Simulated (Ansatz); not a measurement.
Geometry optimisation in Ansatz: input, command and trajectory.

```yaml
crystal:
  lattice:
    - [1.5348282619, 0.8861335102, 5.5674990844]
    - [-1.5348282619, 0.8861335102, 5.5674990844]
    - [0.0, -1.7722670203, 5.5674990844]
  atoms:
    - { symbol: Mo, position: [2.39177e-05, 2.39177e-05, 2.39177e-05] }
    - { symbol: S, position: [0.2409208268, 0.2409208268, 0.2409208268] }
    - { symbol: S, position: [0.4260552556, 0.4260552556, 0.4260552556] }
basis:
  ecutwfc: 420
kpoints:
  mp_grid: { grid: [12, 12, 12] }
hamiltonian:
  xc: pbe
  dispersion: d3bj
scf:
  occupations: { method: gaussian, width: 0.02 }
output:
  forces: true
  stress: true
  eigenvalues: true
relax:
  adjacent_minimum: "off"
  f_tol: 0.01
  max_steps: 30
  cell: { stress_tol: 0.1, fix: [volume] }
```

```bash
ansatz run input.yaml --threads 1 --pin off --max-ram 2560MiB --backend cpu --events-out ev --progress --plain --runs-dir out
```

The calculation used Ansatz, DFT PBE+D3(BJ), scalar-relativistic, plane waves, PAW.

The volume is held at 0.88 times that of the relaxed cell.

Of 5 frames 4 are shown, positions in Å and forces in eV/Å; the SCF threshold varies from step to step. Steps run on the plane waves of an earlier cell, with a Pulay correction in the pressure. The basis is chosen afresh for the last frame, the zero of the energies, and at times for earlier ones too; energy and pressure step there, also at an unchanged geometry.

```xyz
3
Lattice="1.5348 0.8861 5.5675 -1.5348 0.8861 5.5675 0.0000 -1.7723 5.5675" Properties=species:S:1:pos:R:3:forces:R:3 pbc="T T T" step=1 free_energy_over_end_meV_per_atom=5.15 pressure_GPa=14.06
Mo    0.0000    0.0000    0.0004    0.0000    0.0000   -0.0022
S     0.0000    0.0000    4.0240    0.0000    0.0000   -0.5711
S     0.0000    0.0000    7.1162    0.0000    0.0000    0.5733
3
Lattice="1.5425 0.8905 5.5126 -1.5425 0.8905 5.5126 0.0000 -1.7811 5.5126" Properties=species:S:1:pos:R:3:forces:R:3 pbc="T T T" step=2 free_energy_over_end_meV_per_atom=0.51 pressure_GPa=9.88
Mo    0.0000    0.0000    0.0002    0.0000    0.0000   -0.0281
S     0.0000    0.0000    3.9463    0.0000    0.0000    0.1793
S     0.0000    0.0000    7.0842    0.0000    0.0000   -0.1511
3
Lattice="1.5397 0.8890 5.5321 -1.5397 0.8890 5.5321 0.0000 -1.7779 5.5321" Properties=species:S:1:pos:R:3:forces:R:3 pbc="T T T" step=3 free_energy_over_end_meV_per_atom=0.00 pressure_GPa=10.80
Mo    0.0000    0.0000   -0.0001    0.0000    0.0000   -0.0031
S     0.0000    0.0000    3.9696    0.0000    0.0000    0.0124
S     0.0000    0.0000    7.1002    0.0000    0.0000   -0.0093
3
Lattice="1.5403 0.8893 5.5278 -1.5403 0.8893 5.5278 0.0000 -1.7786 5.5278" Properties=species:S:1:pos:R:3:forces:R:3 pbc="T T T" step=5 free_energy_over_end_meV_per_atom=0.00 pressure_GPa=10.84
Mo    0.0000    0.0000   -0.0001    0.0000    0.0000   -0.0004
S     0.0000    0.0000    3.9667    0.0000    0.0000   -0.0054
S     0.0000    0.0000    7.0946    0.0000    0.0000    0.0058
```

Time: 71 s on 1 thread of Arm Neoverse V2, with other jobs on the host, peak memory 0.45 GiB.